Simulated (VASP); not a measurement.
A run of VASP 6.6.1 is set up as follows.

File INCAR:

```
PREC     = Accurate       # precision mode
ENCUT    = 520            # plane-wave cutoff, eV
EDIFF    = 1E-7           # SCF threshold, eV
ISMEAR   = 0              # smearing method
SIGMA    = 0.02           # smearing width, eV
LREAL    = F              # projectors in reciprocal space
LASPH    = T              # aspherical terms in the spheres
NELM     = 60             # most SCF steps
ALGO     = Fast           # electronic algorithm
ISIF     = 3              # what is computed and relaxed
LWAVE    = F              # write WAVECAR
LCHARG   = F              # write CHGCAR
GGA      = PE             # functional
IBRION   = 2              # ionic algorithm
NSW      = 80             # ionic steps
EDIFFG   = -0.002         # ionic threshold
```

Contents of KPOINTS:

```
regular mesh
0
Gamma
  3 3 1
```

File POSCAR:

```
ZnO                                     
1.0
    3.4399238692     -0.0000000000     -0.0000000000
   -1.7199619346      2.9790614546     -0.0000000000
    0.0000000000      0.0000000000      4.4376477695
  Zn              O             
     2     2
Direct
     0.3333333300000021    0.6666666699999979    0.4393466606101181
     0.6666666699999979    0.3333333300000021    0.9393466606101181
     0.6666666699999979    0.3333333300000021    0.4396633393898828
     0.3333333300000021    0.6666666699999979    0.9396633393898829
```

Potentials or basis: VASP PAW PBE potentials, release 64 (Zn, O).

Command:

```sh
$ cat potpaw_PBE.64/Zn/POTCAR potpaw_PBE.64/O/POTCAR > POTCAR
$ mpirun -np 1 vasp_std > vasp.out
```

(1) Predict the band gap on the k mesh.

(2) Predict the relaxed volume.

Answers

(1) 1.14 eV, direct.

(2) 11.39 Å³/atom.

Caveat: the k mesh is coarse (spacing up to 1.42 Å⁻¹), so the values aren't converged.
